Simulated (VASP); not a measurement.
# GeH (P6_3mc) in VASP: relaxation of cell and atoms with PBE+D3(BJ)

Aim: the relaxation of cell and atoms of GeH with PBE+D3(BJ).

Program: VASP 6.6.1. These are calculated values, not measurements. Logs are shortened: lines on timing, memory, paths and dates and some standing lists are left out, and cuts for length are marked.

### 1 Starting point

The structure is hexagonal, space group P6_3mc (No. 186). Conventional cell: a = 4.050 Å, b = 4.050 Å, c = 10.600 Å, α = 90.00°, β = 90.00°, γ = 120.00°. Around Ge (site symmetry 3m) lie 1 H at 1.56 Å. Ge (site symmetry 3m) is surrounded by 1 H at 1.56 Å. H (site symmetry 3m) is surrounded by 1 Ge at 1.56 Å. H (site symmetry 3m) is surrounded by 1 Ge at 1.56 Å.

The cell was built by a generator and isn't the measured one.

### 2 Relaxation of cell and atoms, PBE+D3(BJ)

Contents of INCAR:

```
PREC = Accurate ; ENCUT = 600
EDIFF = 1E-6 ; ISMEAR = 0
SIGMA = 0.05 ; LREAL = False
LASPH = True ; NELM = 100
ALGO = Normal ; ISIF = 3
LWAVE = False ; LCHARG = False
GGA = PE ; IVDW = 12
IBRION = 2 ; NSW = 60
EDIFFG = -0.02
```

Contents of KPOINTS:

```
regular mesh
0
Gamma
  9 9 3
```

Contents of POSCAR:

```
GeH
1.0
    4.0500000000      0.0000000000      0.0000000000
   -2.0250000000      3.5074028853      0.0000000000
    0.0000000000      0.0000000000     10.6000000000
Ge H
4 4
Direct
    0.3333333333      0.6666666667      0.2849056604
    0.6666666667      0.3333333333      0.2150943396
    0.0000000000      0.0000000000      0.7849056604
    0.6666666667      0.3333333333      0.7150943396
    0.3333333333      0.6666666667      0.4320754717
    0.6666666667      0.3333333333      0.0679245283
    0.0000000000      0.0000000000      0.9320754717
    0.6666666667      0.3333333333      0.5679245283
```

Potentials or basis: VASP PAW PBE potentials, release 64 (Ge_d, H).

On the command line:

```sh
> cat potpaw_PBE.64/Ge_d/POTCAR potpaw_PBE.64/H/POTCAR > POTCAR
> mpirun -np 1 vasp_std > vasp.out
```

OUTCAR:

```text
PREC = Accurate
   ENCUT = 600
   EDIFF = 1E-6
   ISMEAR = 0
   LREAL = False
   LASPH = True
   NELM = 100
   ISIF = 3
   GGA = PE
   IVDW = 12
   IBRION = 2
   NSW = 60
   EDIFFG = -0.02
 IVDW          = 12

 ion  position               nearest neighbor table
   1  0.333  0.667  0.285-   5 1.56   2 2.45   2 2.45   2 2.45
   2  0.667  0.333  0.215-   6 1.56   1 2.45   1 2.45   1 2.45
   3  0.000  0.000  0.785-   7 1.56   4 2.45   4 2.45   4 2.45
   4  0.667  0.333  0.715-   8 1.56   3 2.45   3 2.45   3 2.45
   5  0.333  0.667  0.432-   1 1.56
   6  0.667  0.333  0.068-   2 1.56
   7  0.000  0.000  0.932-   3 1.56
   8  0.667  0.333  0.568-   4 1.56

  LATTYP: Found a hexagonal cell.
 ALAT       =     4.0500000000
 C/A-ratio  =     2.6172839506

  Lattice vectors:

 A1 = (   4.0500000000,   0.0000000000,   0.0000000000)
 A2 = (  -2.0250000000,   3.5074028853,   0.0000000000)
 A3 = (   0.0000000000,   0.0000000000,  10.6000000000)

Analysis of symmetry for initial positions (statically):
=====================================================================
 Subroutine PRICEL returns:
 Original cell was already a primitive cell.

 Routine SETGRP: Setting up the symmetry group for a
 hexagonal supercell.

 Subroutine GETGRP returns: Found 12 space group operations
 (whereof  6 operations were pure point group operations)
 out of a pool of 24 trial point group operations.

The static configuration has the point symmetry C_3v.
 The point group associated with its full space group is C_6v.

Analysis of symmetry for dynamics (positions and initial velocities):
=====================================================================
 Subroutine PRICEL returns:
 Original cell was already a primitive cell.

 Routine SETGRP: Setting up the symmetry group for a
 hexagonal supercell.

 Subroutine GETGRP returns: Found 12 space group operations
 (whereof  6 operations were pure point group operations)
 out of a pool of 24 trial point group operations.

The dynamic configuration has the point symmetry C_3v.
 The point group associated with its full space group is C_6v.

 Subroutine INISYM returns: Found 12 space group operations
 (whereof  6 operations are pure point group operations),
 and found     1 'primitive' translations

----------------------------------------------------------------------------------------

                                     Primitive cell

  volume of cell :     150.5728

  direct lattice vectors                    reciprocal lattice vectors
     4.050000000  0.000000000  0.000000000     0.246913580  0.142555622  0.000000000
    -2.025000000  3.507402885  0.000000000     0.000000000  0.285111244  0.000000000
     0.000000000  0.000000000 10.600000000     0.000000000  0.000000000  0.094339623

  length of vectors
     4.050000000  4.050000000 10.600000000     0.285111244  0.285111244  0.094339623

  position of ions in fractional coordinates (direct lattice)
     0.333333333  0.666666667  0.284905660
     0.666666667  0.333333333  0.215094340
     0.000000000  0.000000000  0.784905660
     0.666666667  0.333333333  0.715094340
     0.333333333  0.666666667  0.432075472
     0.666666667  0.333333333  0.067924528
     0.000000000  0.000000000  0.932075472
     0.666666667  0.333333333  0.567924528

  ion indices of the primitive-cell ions
   primitive index   ion index
                 1           1
                 2           2
                 3           3
                 4           4
                 5           5
                 6           6
                 7           7
                 8           8

----------------------------------------------------------------------------------------

 KPOINTS: regular mesh

Automatic generation of k-mesh.
 Grid dimensions read from file:
 generate k-points for:    9    9    3

 Generating k-lattice:

  Cartesian coordinates                     Fractional coordinates (reciprocal lattice)
     0.027434842  0.015839514  0.000000000     0.111111111  0.000000000  0.000000000
     0.000000000  0.031679027  0.000000000     0.000000000  0.111111111  0.000000000
     0.000000000  0.000000000  0.031446541     0.000000000  0.000000000  0.333333333

  Length of vectors
     0.031679027  0.031679027  0.031446541

  Shift w.r.t. Gamma in fractional coordinates (k-lattice)
     0.000000000  0.000000000  0.000000000

 Subroutine IBZKPT returns following result:
 ===========================================

 Found     24 irreducible k-points:

 Following reciprocal coordinates:
            Coordinates               Weight
  0.000000  0.000000  0.000000      1.000000
  0.111111  0.000000  0.000000      6.000000
  0.222222  0.000000  0.000000      6.000000
  0.333333  0.000000  0.000000      6.000000
  0.444444  0.000000  0.000000      6.000000
  0.111111  0.111111  0.000000      6.000000
[... 16 lines left out ...]
  0.333333  0.222222  0.333333     24.000000
  0.333333  0.333333  0.333333      4.000000
   k-points           NKPTS =     24   k-points in BZ     NKDIM =     24   number of bands    NBANDS=     36
   number of dos      NEDOS =    301   number of ions     NIONS =      8
   total plane-waves  NPLWV =  92160
   dimension x,y,z NGX =    32 NGY =   32 NGZ =   90
   dimension x,y,z NGXF=    64 NGYF=   64 NGZF=  180
   ions per type =               4   4
   NGX,Y,Z   is equivalent  to a cutoff of  13.14, 13.14, 14.12 a.u.
   NGXF,Y,Z  is equivalent  to a cutoff of  26.27, 26.27, 28.23 a.u.
 SYSTEM =  unknown system
   PREC   = accura    normal or accurate (medium, high low for compatibility)
   ISTART =      0    job   : 0-new  1-cont  2-samecut
   ICHARG =      2    charge: 1-file 2-atom 10-const
   ISPIN  =      1    spin polarized calculation?
   LNONCOLLINEAR =      F non collinear calculations
   LSORBIT =      F    spin-orbit coupling
   LASPH  =      T    aspherical Exc in radial PAW
   ENCUT  =  600.0 eV  44.10 Ry    6.64 a.u.   8.09  8.09 21.17*2*pi/ulx,y,z
   NELM   =    100;   NELMIN=  2; NELMDL= -5     # of ELM steps
   EDIFF  = 0.1E-05   stopping-criterion for ELM
   LREAL  =      F    real-space projection
   EDIFFG = -.2E-01   stopping-criterion for IOM
   NSW    =     60    number of steps for IOM
   IBRION =      2    ionic relax: 0-MD 1-quasi-New 2-CG
   NFREE  =      1    steps in history (QN), initial steepest desc. (CG)
   ISIF   =      3    stress and relaxation
   ISYM   =      2    0-nonsym 1-usesym 2-fastsym
   POTIM  = 0.5000    time-step for ionic-motion
   TEBEG  =    0.0;   TEEND  =   0.0 temperature during run
   PSTRESS=    0.0 pullay stress
   NELECT =      60.0000    total number of electrons
   NUPDOWN=      -1.0000    fix difference up-down
   EMIN   =  10.00;   EMAX   =-10.00  energy-range for DOS
   EFERMI =   0.00;   METHOD = LEGACY
   ISMEAR =     0;   SIGMA  =   0.05  broadening in eV -4-tet -1-fermi 0-gaus
   EFERMI_NEDOS =   21; number of points for ismear=-14 and -15
   IALGO  =     38    algorithm
   IMIX   =      4    mixing-type and parameters
     AMIX     =   0.40;   BMIX     =  1.00
     AMIX_MAG =   1.60;   BMIX_MAG =  1.00
  volume/ion in A,a.u.               =      18.82       127.01
  Fermi-wavevector in a.u.,A,eV,Ry     =   1.204693  2.276540 19.745935  1.451285
  Thomas-Fermi vector in A             =   2.340411
   LORBIT       =      0    0 simple, 1 ext, 2 COOP (PROOUT), +10 PAW based schemes
   GGA     = PE    functional components
   LHFCALC =     F    Hartree Fock is set to
   AEXX    =    0.0000 exact exchange contribution
   IVDW    =    12    specifies the selected vdW correction
   LEPSILON=     F    determine dielectric tensor
   LRPA    =     F    only Hartree local field effects (RPA)
 conjugate gradient relaxation of ions
 non-spin polarized calculation
 Gauss-broadening in eV      SIGMA  =   0.05
  energy-cutoff  :      600.00
  volume of cell :      150.57
 maximum number of plane-waves:      5044
   NGX = 17   NGY = 17   NGZ = 43

--------------------------------------- Ionic step        1  -------------------------------------------

 number of electron      60.0000005 magnetization

 Free energy of the ion-electron system (eV)
  ---------------------------------------------------
  ext. energy  EPLUGINS =         0.00000000
  ---------------------------------------------------
  free energy    TOTEN  =       -30.81109217 eV

  energy without entropy =      -30.81109217  energy(sigma->0) =      -30.81109217

------------------------ aborting loop because EDIFF is reached ----------------------------------------

 Edisp (eV)   -0.96569

 E8    (eV) :    -0.3800

  FORCE on cell =-STRESS in cart. coord.  units (eV):
  Direction    XX          YY          ZZ          XY          YZ          ZX
  --------------------------------------------------------------------------------------
  -------------------------------------------------------------------------------------
  Total      -0.26592    -0.26592    -1.71821     0.00000     0.00000    -0.00000
  in kB      -2.82958    -2.82958   -18.28266     0.00000     0.00000    -0.00000
  external pressure =       -7.98 kB  Pullay stress =        0.00 kB
[... 115 lines left out ...]
  FREE ENERGIE OF THE ION-ELECTRON SYSTEM (eV)
  ---------------------------------------------------
  free  energy   TOTEN  =       -31.7845574113 eV

  energy  without entropy=      -31.7845574113  energy(sigma->0) =      -31.78455741

[... ionic steps 4 to 23 ...]

--------------------------------------- Ionic step       24  -------------------------------------------

 number of electron      60.0000000 magnetization

------------------------ aborting loop because EDIFF is reached ----------------------------------------

 Edisp (eV)   -1.11746

 E8    (eV) :    -0.4429
[... 81 lines left out ...]
  energy  without entropy=      -31.8293943219  energy(sigma->0) =      -31.82939432

--------------------------------------- Ionic step       26  -------------------------------------------

 number of electron      60.0000000 magnetization

 Free energy of the ion-electron system (eV)
  ---------------------------------------------------
  ext. energy  EPLUGINS =         0.00000000
  ---------------------------------------------------
  free energy    TOTEN  =       -30.71269267 eV

  energy without entropy =      -30.71269267  energy(sigma->0) =      -30.71269267

 E-fermi :   2.0427     XC(G=0):  -8.5436

 val. band max:        1.7925859820   @ k =   0.0000   0.0000   0.0000
 cond. band min:       2.6245320541   @ k =   0.0000   0.0000   0.0000
 fundamental gap:      0.8319460721
 Fermi energy:         2.0426996569

 k-point     1 :       0.0000    0.0000    0.0000
  band No.  band energies     occupation
      1     -22.2181      2.00000
      2     -22.2181      2.00000
      3     -22.2180      2.00000
      4     -22.2180      2.00000
      5     -22.1478      2.00000
      6     -22.1478      2.00000
[... 964 lines left out ...]
  FREE ENERGIE OF THE ION-ELECTRON SYSTEM (eV)
  ---------------------------------------------------
  free  energy   TOTEN  =       -31.8294958556 eV

  energy  without entropy=      -31.8294958556  energy(sigma->0) =      -31.82949586

 reached required accuracy - stopping structural energy minimisation
```

Wall time 18 min (1 thread of Intel Xeon 6975P-C (Granite Rapids), shared host); peak memory 0.39 GiB.

Results:

```
Free energy                            : -31.8295 eV
Relaxed volume                         : 16.69 Å³/atom
Relaxed cell                           : a = 4.053 Å, b = 4.053 Å, c = 9.387 Å, α = 90.00°, β = 90.00°, γ = 120.00°
Space group after relaxing (to 0.05 Å) : P6_3mc (No. 186)
Energy gained by relaxing              : 6.6 meV/atom
Ionic steps                            : 26
Pressure after relaxing                : 0.1 GPa
Largest force after relaxing           : 0.008 eV/Å
Band gap on the k mesh                 : 0.83 eV, direct
Dispersion energy per atom             : -0.140 eV
```

Forces on the atoms (eV/Å):
```
Ge   0.000  0.000  0.000
Ge   0.000  0.000 -0.008
Ge   0.000  0.000  0.000
Ge   0.000  0.000 -0.008
H    0.000  0.000  0.007
H    0.000  0.000  0.001
H    0.000  0.000  0.007
H    0.000  0.000  0.001
```

The path:
```csv
step,energy change (eV),largest force (eV/Å),pressure (GPa),volume (Å³)
1,0.0000,0.1739,-0.80,150.57
2,-0.0007,0.3149,0.20,148.54
3,-0.0078,0.0784,-0.29,149.51
4,-0.0099,0.0630,-0.17,148.62
5,-0.0099,0.0745,0.28,147.38
6,-0.0104,0.0659,0.12,147.97
7,-0.0118,0.0541,0.03,147.77
8,-0.0152,0.1264,-0.11,147.18
9,-0.0186,0.2637,-0.40,145.98
10,-0.0190,0.2575,-0.37,145.92
11,-0.0200,0.2500,-0.44,145.75
12,-0.0220,0.2317,-0.38,145.41
13,-0.0255,0.1923,-0.36,144.72
14,-0.0305,0.1132,-0.19,143.34
15,-0.0312,0.2226,-0.21,140.53
16,-0.0324,0.1560,-0.25,141.68
17,-0.0355,0.1370,-0.24,140.75
18,-0.0426,0.0979,-0.23,137.96
19,-0.0456,0.0789,-0.12,132.37
20,-0.0461,0.0834,-0.13,133.26
21,-0.0493,0.0982,-0.04,133.43
22,-0.0503,0.1711,-0.22,133.61
23,-0.0523,0.0817,0.01,133.52
24,-0.0526,0.0283,0.09,133.47
25,-0.0526,0.0348,0.07,133.47
26,-0.0527,0.0080,0.09,133.55
```

Final structure:
```
CELL_PARAMETERS angstrom
4.05305 0.00000 0.00000
-2.02652 3.51004 0.00000
0.00000 0.00000 9.38733
ATOMIC_POSITIONS crystal
Ge 0.33333 0.66667 0.28851
Ge 0.66667 0.33333 0.21145
Ge 0.00000 0.00000 0.78851
Ge 0.66667 0.33333 0.71145
H 0.33333 0.66667 0.45302
H 0.66667 0.33333 0.04702
H 0.00000 0.00000 0.95302
H 0.66667 0.33333 0.54702
```

Levels at points of the mesh, in eV from the valence-band top:
| k point | band 28 | band 29 | band 30 | band 31 | band 32 | band 33 |
| --- | --- | --- | --- | --- | --- | --- |
| (0.00, 0.00, 0.00) | -0.08 | 0.00 | 0.00 | 0.83 | 1.29 | 4.03 |

Caveat: an odd mesh through Γ misses points on the zone boundary, where band edges often lie.
